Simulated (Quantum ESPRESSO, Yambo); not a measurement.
# BP (F-43m): a self-consistent loop beyond G0W0, cycle by cycle, part 2 of 2

How far does self-consistency move the gap of BP (F-43m)?

Quantum ESPRESSO 7.5 and Yambo 5.3.0; PBE and many-body steps on it, plane waves. Known limits of the many-body steps: not at the basis limit; coarse k mesh.

So far. Step 5 (evGW0, cycle 1): Against G0W0 in Yambo (4×4×4 mesh, 101 bands, screening to 210.9 eV, Godby-Needs plasmon pole), the gap moves by +0.073 eV. Step 6 (evGW0, cycle 2): Against the cycle before, the gap moves by +0.007 eV.

## (7) evGW, cycle 1

This step: evGW on PBE, plane waves, norm-conserving pseudopotentials.

Contents of gw4.in:

```
HF_and_locXC
gw0
dyson
ppa
em1d
rim_cut
RandQpts= 1000000
RandGvec= 1 RL
EXXRLvcs= 68 Ry
VXCRLvcs= 272 Ry
Chimod= "HARTREE"
% BndsRnXp
 1 | 101 |
%
NGsBlkXp= 15.5 Ry
% LongDrXp
 1 | 1 | 1 |
%
% GbndRnge
 1 | 101 |
%
DysSolver= "n"
ExtendOut
PPAPntXp= 27.21138 eV
% QPkrange
 1 | 8 | 1 | 8 |
%
GfnQPdb= "E < ./gw1/ndb.QP"
XfnQPdb= "E < ./gw1/ndb.QP"
```

Run with:

```console
OMP_NUM_THREADS=1 mpirun -n 4 yambo -F gw4.in -J gw4 -C gw4 > gw4.log
```

Output:

```text
 Yambo, version 5.3.0

 [02] CORE Variables Setup
 =========================

  [... cell, symmetries and grids as in the set-up ...]

  [02.05] Energies & Occupations
  ==============================

  [X] === General ===
  [X] Electronic Temperature                        :  0.000000  0.000000 [eV K]
  [X] Bosonic    Temperature                        :  0.000000  0.000000 [eV K]
  [X] Finite Temperature mode                       : no
  [X] El. density                                   :  0.34242E+24 [cm-3]
[...]
Sx RL components                                 :  1471

   QP @ state[ 1 ] K range                          :   1   8
   QP @ state[ 1 ] b range                          :   1   8
   GF energies kind                                 : Perdew, Burke & Ernzerhof(X)+Perdew, Burke & Ernzerhof(C)+ E < ./gw1/ndb.QP + @E Fit
   GF WF`s kind                                     : Perdew, Burke & Ernzerhof(X)+Perdew, Burke & Ernzerhof(C)
   Xs energies kind                                 : Perdew, Burke & Ernzerhof(X)+Perdew, Burke & Ernzerhof(C)
   Xs WF`s kind                                     : Perdew, Burke & Ernzerhof(X)+Perdew, Burke & Ernzerhof(C)

 [15] Game Over & Game summary
```

Run time: 2.3 min. Hardware: 4 MPI ranks of Arm Neoverse V1, shared host; peak memory 1.2 GiB.

This step gave:

* quasiparticle gap on the mesh: 2.204 eV
* gap of the density functional on the mesh: 1.347 eV
* k of the valence top: 0, 0, 0
* k of the conduction bottom: 0, -0.5, -0.5
* least direct quasiparticle gap on the computed points: 4.469 eV

Against G0W0 in Yambo (4×4×4 mesh, 101 bands, screening to 210.9 eV, Godby-Needs plasmon pole), the gap moves by +0.159 eV.

The program's own table gives 2.325 eV, which is too large where the input levels are shifted: this version takes Σc at the unshifted level E₀, yet steps from the shifted one. The value above is the Newton step from E₀, E₀ + Z(Σc + Σx − Vxc), rebuilt from the printed columns.

## (8) evGW, cycle 2

gw5.in, as its differences from gw4.in of step 7:

```diff
@@ -27,3 +27,3 @@
 %
-GfnQPdb= "E < ./gw1/ndb.QP"
-XfnQPdb= "E < ./gw1/ndb.QP"
+GfnQPdb= "E < ./gw4_fix/ndb.QP"
+XfnQPdb= "E < ./gw4_fix/ndb.QP"
```

Run with:

```console
OMP_NUM_THREADS=1 mpirun -n 4 yambo -F gw5.in -J gw5 -C gw5 > gw5.log
```

Output:

```text
 Yambo, version 5.3.0

 [02] CORE Variables Setup
 =========================

  [... cell, symmetries and grids as in the set-up ...]

  [02.05] Energies & Occupations
  ==============================

  [X] === General ===
  [X] Electronic Temperature                        :  0.000000  0.000000 [eV K]
  [X] Bosonic    Temperature                        :  0.000000  0.000000 [eV K]
  [X] Finite Temperature mode                       : no
  [X] El. density                                   :  0.34242E+24 [cm-3]
[...]
Sx RL components                                 :  1471

   QP @ state[ 1 ] K range                          :   1   8
   QP @ state[ 1 ] b range                          :   1   8
   GF energies kind                                 : Perdew, Burke & Ernzerhof(X)+Perdew, Burke & Ernzerhof(C)+ E < ./gw1/ndb.QP + @E Fit+ E < ./gw4_fix/
   GF WF`s kind                                     : Perdew, Burke & Ernzerhof(X)+Perdew, Burke & Ernzerhof(C)
   Xs energies kind                                 : Perdew, Burke & Ernzerhof(X)+Perdew, Burke & Ernzerhof(C)
   Xs WF`s kind                                     : Perdew, Burke & Ernzerhof(X)+Perdew, Burke & Ernzerhof(C)

 [15] Game Over & Game summary
```

It took 2.3 min on 4 MPI ranks; peak memory 1.2 GiB.

Numbers from this step:

| Item | Value |
| --- | --- |
| quasiparticle gap on the mesh | 2.243 eV |
| gap of the density functional on the mesh | 1.347 eV |
| k of the valence top | 0, 0, 0 |
| k of the conduction bottom | 0, -0.5, -0.5 |
| least direct quasiparticle gap on the computed points | 4.519 eV |

Against the cycle before, the gap moves by +0.039 eV.

The program's own table gives 2.388 eV, which is too large where the input levels are shifted: this version takes Σc at the unshifted level E₀, yet steps from the shifted one. The value above is the Newton step from E₀, E₀ + Z(Σc + Σx − Vxc), rebuilt from the printed columns.

## (9) evGW, cycle 3

gw6.in, as its differences from gw5.in of step 8:

```diff
@@ -27,3 +27,3 @@
 %
-GfnQPdb= "E < ./gw4_fix/ndb.QP"
-XfnQPdb= "E < ./gw4_fix/ndb.QP"
+GfnQPdb= "E < ./gw5_fix/ndb.QP"
+XfnQPdb= "E < ./gw5_fix/ndb.QP"
```

Run with:

```console
OMP_NUM_THREADS=1 mpirun -n 4 yambo -F gw6.in -J gw6 -C gw6 > gw6.log
```

Output:

```text
 Yambo, version 5.3.0

 [02] CORE Variables Setup
 =========================

  [... cell, symmetries and grids as in the set-up ...]

  [02.05] Energies & Occupations
  ==============================

  [X] === General ===
  [X] Electronic Temperature                        :  0.000000  0.000000 [eV K]
  [X] Bosonic    Temperature                        :  0.000000  0.000000 [eV K]
  [X] Finite Temperature mode                       : no
  [X] El. density                                   :  0.34242E+24 [cm-3]
[...]
Sx RL components                                 :  1471

   QP @ state[ 1 ] K range                          :   1   8
   QP @ state[ 1 ] b range                          :   1   8
   GF energies kind                                 : Perdew, Burke & Ernzerhof(X)+Perdew, Burke & Ernzerhof(C)+ E < ./gw1/ndb.QP + @E Fit+ E < ./gw4_fix/
   GF WF`s kind                                     : Perdew, Burke & Ernzerhof(X)+Perdew, Burke & Ernzerhof(C)
   Xs energies kind                                 : Perdew, Burke & Ernzerhof(X)+Perdew, Burke & Ernzerhof(C)
   Xs WF`s kind                                     : Perdew, Burke & Ernzerhof(X)+Perdew, Burke & Ernzerhof(C)

 [15] Game Over & Game summary
```

Run time: 2.4 min. Hardware: 4 MPI ranks; peak memory 1.2 GiB.

This step gave:

- quasiparticle gap on the mesh: 2.254 eV
- gap of the density functional on the mesh: 1.347 eV
- k of the valence top: 0, 0, 0
- k of the conduction bottom: 0, -0.5, -0.5
- least direct quasiparticle gap on the computed points: 4.533 eV

Against the cycle before, the gap moves by +0.011 eV.

The program's own table gives 2.404 eV, which is too large where the input levels are shifted: this version takes Σc at the unshifted level E₀, yet steps from the shifted one. The value above is the Newton step from E₀, E₀ + Z(Σc + Σx − Vxc), rebuilt from the printed columns.

## (10) evGW, cycle 4

gw7.in, as its differences from gw6.in of step 9:

```diff
@@ -27,3 +27,3 @@
 %
-GfnQPdb= "E < ./gw5_fix/ndb.QP"
-XfnQPdb= "E < ./gw5_fix/ndb.QP"
+GfnQPdb= "E < ./gw6_fix/ndb.QP"
+XfnQPdb= "E < ./gw6_fix/ndb.QP"
```

Run with:

```console
OMP_NUM_THREADS=1 mpirun -n 4 yambo -F gw7.in -J gw7 -C gw7 > gw7.log
```

Output:

```text
 Yambo, version 5.3.0

 [02] CORE Variables Setup
 =========================

  [... cell, symmetries and grids as in the set-up ...]

  [02.05] Energies & Occupations
  ==============================

  [X] === General ===
  [X] Electronic Temperature                        :  0.000000  0.000000 [eV K]
  [X] Bosonic    Temperature                        :  0.000000  0.000000 [eV K]
  [X] Finite Temperature mode                       : no
  [X] El. density                                   :  0.34242E+24 [cm-3]
[...]
Sx RL components                                 :  1471

   QP @ state[ 1 ] K range                          :   1   8
   QP @ state[ 1 ] b range                          :   1   8
   GF energies kind                                 : Perdew, Burke & Ernzerhof(X)+Perdew, Burke & Ernzerhof(C)+ E < ./gw1/ndb.QP + @E Fit+ E < ./gw4_fix/
   GF WF`s kind                                     : Perdew, Burke & Ernzerhof(X)+Perdew, Burke & Ernzerhof(C)
   Xs energies kind                                 : Perdew, Burke & Ernzerhof(X)+Perdew, Burke & Ernzerhof(C)
   Xs WF`s kind                                     : Perdew, Burke & Ernzerhof(X)+Perdew, Burke & Ernzerhof(C)

 [15] Game Over & Game summary
```

The job ended after 2.3 min (4 MPI ranks; peak memory 1.2 GiB).

This step gave:

```
quasiparticle gap on the mesh                         : 2.257 eV
gap of the density functional on the mesh             : 1.347 eV
k of the valence top                                  : 0, 0, 0
k of the conduction bottom                            : 0, -0.5, -0.5
least direct quasiparticle gap on the computed points : 4.538 eV
```

Against the cycle before, the gap moves by +0.003 eV.

The program's own table gives 2.409 eV, which is too large where the input levels are shifted: this version takes Σc at the unshifted level E₀, yet steps from the shifted one. The value above is the Newton step from E₀, E₀ + Z(Σc + Σx − Vxc), rebuilt from the printed columns.

## (11) The runs together

Times are wall times on 4 MPI ranks of Arm Neoverse V1, shared host, good to a factor of about two.

| run | mesh | bands | screening cutoff (eV) | DFT gap (eV) | gap on the mesh (eV) | direct (eV) | time |
| --- | --- | --- | --- | --- | --- | --- | --- |
| G0W0 | 4×4×4 | 101 | 210.9 | 1.347 | 2.046 | 4.275 | 2.3 min |
| evGW0, cycle 1 | 4×4×4 | 101 | 210.9 | 1.347 | 2.119 | 4.373 | 2.2 min |
| evGW0, cycle 2 | 4×4×4 | 101 | 210.9 | 1.347 | 2.126 | 4.385 | 2.2 min |
| evGW, cycle 1 | 4×4×4 | 101 | 210.9 | 1.347 | 2.204 | 4.469 | 2.3 min |
| evGW, cycle 2 | 4×4×4 | 101 | 210.9 | 1.347 | 2.243 | 4.519 | 2.3 min |
| evGW, cycle 3 | 4×4×4 | 101 | 210.9 | 1.347 | 2.254 | 4.533 | 2.4 min |
| evGW, cycle 4 | 4×4×4 | 101 | 210.9 | 1.347 | 2.257 | 4.538 | 2.3 min |

## (12) What came out

| Item | Value |
| --- | --- |
| G0W0 | 2.046 eV |
| evGW0, cycle 1 | 2.119 eV |
| evGW0, cycle 2 | 2.126 eV |
| evGW, cycle 1 | 2.204 eV |
| evGW, cycle 2 | 2.243 eV |
| evGW, cycle 3 | 2.254 eV |
| evGW, cycle 4 | 2.257 eV |
| known limits | not at the basis limit; coarse k mesh |

evGW0 ends at 2.13 eV, +0.08 eV from G0W0, after 2 cycles that took 4.3 min beside the first screening; the last moved the gap by 0.007 eV. evGW ends at 2.26 eV, +0.21 eV from G0W0, after 4 cycles that took 9.4 min beside the first screening; the last moved the gap by 0.003 eV. Bands and cutoff are finite, so the gap is not at the basis limit. The miss can reach some tenths of an eV and take either sign; the mesh is an error of its own. A denser mesh or path gives a starting gap of 1.26 eV: the GW mesh misses a band edge, so its gaps are not the fundamental one. The 4×4×4 mesh is coarse for this cell, which bears on the long-range parts of exchange and screening.

[Paths, hosts, dates, memory and timing lines, banners, echoed tables and standing remarks are left out of the program output.]

[Logs are printed without paths, hosts, clocks, repeated set-up lines and the standing remarks that a program may print on its own settings, such as how far it seeks lower states.]

[Runs of the session that timed out or met a known fault of the program may be left out.]

[Hosts, paths, dates, database ids (printed as entryN), source tags and the programs' standing remarks are cut or masked in the printed files.]
